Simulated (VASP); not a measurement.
The system is Te.

```
Te
1.0
     4.60135    0.00000    0.00000
    -2.30068    3.98489    0.00000
     0.00000    0.00000    5.90006
Te
3
Cartesian
  1.1812 0.0000 1.9667
  -0.5906 1.0229 3.9334
  1.7101 2.9620 0.0000
```

* Program: VASP 6.6.1
* Task: relaxation of cell and atoms
* Functional: PBEsol
* Potentials or basis: VASP PAW PBE potentials, release 64 (Te)
* Cutoff: 580 eV
* k mesh: 9 × 9 × 6
* Occupations: gaussian, width 0.1 eV
* Spin: no spin polarisation

At the start: pressure -1.6 GPa; volume 36.06 Å³/atom.

How do energy, volume and symmetry change on relaxing?

Over 15 steps the energy falls by 38.2 meV/atom and the volume is 32.02 Å³/atom (-11.2 %); space group P3_121 (No. 152, to 0.05 Å).

The path:
```tsv
step	energy change (eV)	largest force (eV/Å)	pressure (GPa)	volume (Å³)
1	0.0000	0.1672	-1.55	108.18
2	-0.0283	0.4463	0.49	102.80
3	-0.0283	0.4331	0.39	103.04
4	-0.0592	0.3532	0.42	101.05
5	-0.1041	0.1641	1.22	95.14
6	-0.0963	0.1117	-1.72	99.37
7	-0.1135	0.0360	-0.11	96.90
8	-0.1135	0.0383	-0.08	96.86
9	-0.1139	0.0313	-0.06	96.68
10	-0.1146	0.0105	0.03	96.14
11	-0.1146	0.0065	0.03	96.03
12	-0.1146	0.0045	0.04	95.98
13	-0.1146	0.0055	0.05	96.00
14	-0.1145	0.0123	-0.12	96.23
15	-0.1146	0.0009	0.01	96.06
```

Final structure:
```
Te
1.0
     4.31173    0.00000    0.00000
    -2.15587    3.73407    0.00000
     0.00000    0.00000    5.96640
Te
3
Direct
  0.28470 0.00000 0.33333
  0.00000 0.28470 0.66667
  0.71530 0.71530 0.00000
```

Caveat: the PAW data sets were made with another functional, which shifts forces and pressure a little.
